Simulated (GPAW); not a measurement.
The system is MoS2.

```
Mo S
1.0
     3.22746    0.00000    0.00000
    -1.61373    2.79507    0.00000
     0.00000    0.00000    6.31247
Mo S
1 2
Direct
  0.00000 0.00000 0.50000
  0.66667 0.33333 0.74468
  0.33333 0.66667 0.25532
```

Measurements of this composition are mostly on another form, of space group No. 194.

* Program: GPAW 26.7.0
* Task: relaxation of cell and atoms
* Functional: BLYP
* Potentials or basis: PAW data sets generated in the run's folder for this functional
* Cutoff: 600 eV
* Basis: pw
* k mesh: 9 × 9 × 4
* Occupations: fermi-dirac, width 0.05 eV
* Spin: no spin polarisation

At the start: pressure 7.2 GPa; volume 18.98 Å³/atom.

Q: How do energy, volume and symmetry change on relaxing?

A: Over 19 steps the energy falls by 39.3 meV/atom and the volume is 26.20 Å³/atom (+38.0 %); space group P-3m1 (No. 164, to 0.05 Å).

The path:
```tsv
step	energy change (eV)	largest force (eV/Å)	pressure (GPa)	volume (Å³)
1	0.0000	0.5939	7.21	56.94
2	-0.0340	0.2740	4.80	57.64
3	-0.0599	0.2044	1.09	58.97
4	-0.0629	0.2437	0.61	59.28
5	-0.0726	0.2671	-0.50	60.45
6	-0.0774	0.1801	-0.56	61.13
7	-0.0794	0.0626	-0.14	61.38
8	-0.0798	0.0188	0.12	61.37
9	-0.0803	0.0192	0.37	61.36
10	-0.0817	0.0734	0.74	61.44
11	-0.0848	0.1371	1.17	61.83
12	-0.0905	0.1801	1.45	62.85
13	-0.0986	0.1514	1.26	64.77
14	-0.1060	0.0670	0.64	67.34
15	-0.1104	0.0183	0.19	70.08
16	-0.1134	0.0147	0.07	72.82
17	-0.1160	0.0286	0.13	75.93
18	-0.1174	0.0152	0.08	77.85
19	-0.1179	0.0003	0.02	78.60
```

Final structure:
```xyz
3
Lattice="3.3046 0.0000 0.0000 -1.6523 2.8618 0.0000 0.0000 0.0000 8.3117" Properties=species:S:1:pos:R:3 pbc="T T T"
Mo    0.0000    0.0000    4.1559
S     1.6523    0.9539    5.7109
S     0.0000    1.9079    2.6008
```

Caveat: later steps reuse the first step's grids; the volume moved by over 15 % at a fixed basis, so the end points are rough; this functional lacks dispersion, which binds the layers, so the pressure and a relaxed spacing across them are unreliable, and here the layers came unbound.
